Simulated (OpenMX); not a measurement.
Si2Ni:

```
CELL_PARAMETERS angstrom
0.00000 2.70300 2.70300
2.70300 0.00000 2.70300
2.70300 2.70300 0.00000
ATOMIC_POSITIONS crystal
Ni 0.00000 0.00000 0.00000
Si 0.75000 0.75000 0.75000
Si 0.25000 0.25000 0.25000
```

- Program: OpenMX 3.8.5
- Task: single point
- Functional: PBE
- Potentials or basis: OpenMX 2013 PBE set, Ni6.0H-s3p2d2, Si7.0-s2p2d1, grid cutoff 500 Ry
- k mesh: 9 × 9 × 9
- Occupations: fermi-dirac, width 0.05 eV
- Spin: collinear spin, ferromagnetic start
- Starting moments: [1.0, 0.0, 0.0] μB

On this cell: pressure 7.2 GPa; largest force zero by symmetry; net moment 0.00 μB per cell; band gap on the k mesh none (metal or under the smearing width).

The same run follows on a disturbed copy (atoms moved at random, drawn with an rms of 0.05 Å):

```
Ni Si
1.0
     0.00000    2.70300    2.70300
     2.70300    0.00000    2.70300
     2.70300    2.70300    0.00000
Ni Si
1 2
Direct
  0.00493 0.00989 0.99540
  0.75332 0.75088 0.76642
  0.24470 0.25296 0.25518
```

Task: What changes?

Result: The energy (extrapolated to zero smearing) moves by +7.6 meV/atom; pressure 7.4 GPa; largest force 0.484 eV/Å; net moment 0.00 μB per cell; band gap on the k mesh none (metal or under the smearing width).

Forces on the atoms (eV/Å):
```
Ni   0.176  0.272 -0.360
Si  -0.221 -0.422  0.074
Si   0.031  0.154  0.304
```

Caveats: the basis of atomic orbitals isn't converged, which shifts pressures, moduli and gaps.
